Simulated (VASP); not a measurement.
HfO2:

```xyz
12
Lattice="5.2658 0.0000 0.0000 0.0000 5.0468 0.0000 0.0000 0.0000 5.0768" Properties=species:S:1:pos:R:3 pbc="T T T"
Hf    0.1739    1.3457    1.2191
Hf    2.4590    1.3457    3.7575
Hf    2.8068    3.7012    1.2191
Hf    5.0918    3.7012    3.7575
O     1.9252    0.3445    1.9422
O     0.7077    0.3445    4.4807
O     3.8466    2.3330    2.4891
O     4.0521    2.3330    5.0276
O     1.4192    2.7139    5.0276
O     1.2137    2.7139    2.4891
O     4.5580    4.7023    1.9422
O     3.3406    4.7023    4.4807
```

Measurements of this composition are mostly on another form, of space group No. 14.

Program: VASP 6.6.1. Alike in all runs: task band structure; no spin polarisation; cell as given; k mesh 8 × 8 × 8; cutoff (eV) 450; smearing gaussian 0.02 eV.

**Question.** Order these runs on this cell by their band gap on the k mesh, lowest first.
A. level LDA; potentials or basis VASP PAW LDA potentials, release 64 (Hf_pv, O); further INCAR settings ALGO = Fast; EDIFF = 1e-06
B. level PBE; potentials or basis VASP PAW PBE potentials, release 64 (Hf_pv, O); further INCAR settings ALGO = Fast; EDIFF = 1e-06
C. level r2SCAN; potentials or basis VASP PAW PBE potentials, release 64 (Hf_pv, O); further INCAR settings ALGO = Normal; EDIFF = 1e-06

**Answer.** A (4.17 eV), B (4.36 eV), C (4.87 eV).

Caveats: spin-orbit coupling is left out, which moves the levels of the heavy elements.

A k mesh can miss the band edges.
